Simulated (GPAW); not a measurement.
Runs of GPAW 26.7.0 on NiO. The structure is cubic, space group Fm-3m (No. 225). The conventional cell has a = 4.183 Å, b = 4.183 Å, c = 4.183 Å, α = 90.00°, β = 90.00°, γ = 90.00°. Ni (site symmetry m-3m) has 6 O at 2.09 Å as nearest neighbours. Around O (site symmetry m-3m) lie 6 Ni at 2.09 Å. 

```csv
level,potentials or basis,spin,U,fixed moment (μB),gap on the mesh (eV),pressure (GPa),moment (μB)
LDA+U,"the program's PAW data sets (release 1.2.1) made for this functional, pw","collinear, zero start",Ni d U = 8 eV,-,none,(a),0.00
PBE+U,"GPAW PAW data sets (gpaw-data 1.2.1), pw","collinear, random start",Ni d U = 8 eV,-,none,-3.3,0.00
LDA+U,"the program's PAW data sets (release 1.2.1) made for this functional, pw","collinear, ferromagnetic start",Ni d U = 8 eV,4.0,-,73.3,4.00
LDA,"the program's PAW data sets (release 1.2.1) made for this functional, pw","collinear, ferromagnetic start",-,3.0,-,19.0,3.00
```

Alike in all rows: task single point; cell as given; k mesh 8 × 8 × 8; cutoff (eV) 800; smearing gaussian 0.05 eV.

Q: Fill in the values left out.

A: (a) -22.2.

Caveats: the stock nickel data set gives pressures a few GPa off other programs; the run has no moments, though such compounds are often magnetic (some runs); a magnetic state may lie lower (some runs); the total moment is fixed, so each spin has its own Fermi level (some runs); a cell with one magnetic atom can't hold antiferromagnetic order, which such compounds often take (some runs); a pressure of tens of GPa on the cell as given is suspect, and the run, the potentials or the cell itself is likely at fault (some runs).

A gap of «none» marks a metal or a gap under the smearing width.
